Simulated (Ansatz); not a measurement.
Space group Cmce (No. 64). a = 3.299 Å, b = 11.020 Å, c = 4.558 Å, α = 90.00°, β = 90.00°, γ = 90.00°
```
atom site symmetry x y z
   P    8f m..  0.5000  0.5954  0.0885
```

Equation of state of this P structure (not necessarily the ground state), with shape and atoms relaxed at each volume where symmetry leaves them free. Computed with DFT r2SCAN, scalar-relativistic, plane waves, PAW (Ansatz 0.2.0).

Plane waves to 500 eV, a k mesh through Γ of 12×12×8 on the computed 4-atom cell and Gaussian smearing (0.01 eV); no spin polarisation.

```json
{"V (Å³/atom)": "19.473", "E − E(largest V) (meV/atom)": "1.66", "P (GPa)": "1.36", "gap on mesh (eV)": "0.05"}
{"V (Å³/atom)": "20.094", "E − E(largest V) (meV/atom)": "-2.14", "P (GPa)": "0.61", "gap on mesh (eV)": "0.12"}
{"V (Å³/atom)": "20.716", "E − E(largest V) (meV/atom)": "-3.24", "P (GPa)": "0.00", "gap on mesh (eV)": "0.25"}
{"V (Å³/atom)": "21.337", "E − E(largest V) (meV/atom)": "-2.32", "P (GPa)": "-0.44", "gap on mesh (eV)": "0.35"}
{"V (Å³/atom)": "21.959", "E − E(largest V) (meV/atom)": "0.00", "P (GPa)": "-0.73", "gap on mesh (eV)": "0.45"}
```

Question: Fit a third-order Birch–Murnaghan equation to E(V).

Answer: V0 = 20.71 Å³/atom, B0 = 17 GPa, B0' = 9.8. B0' is unusual or poorly fixed by this range.

The cell holds layers, and where no dispersion correction was added their binding is poorly described.

Cost: 5 runs of about 14 core-minutes in all, on Arm Neoverse V1 (shared hosts).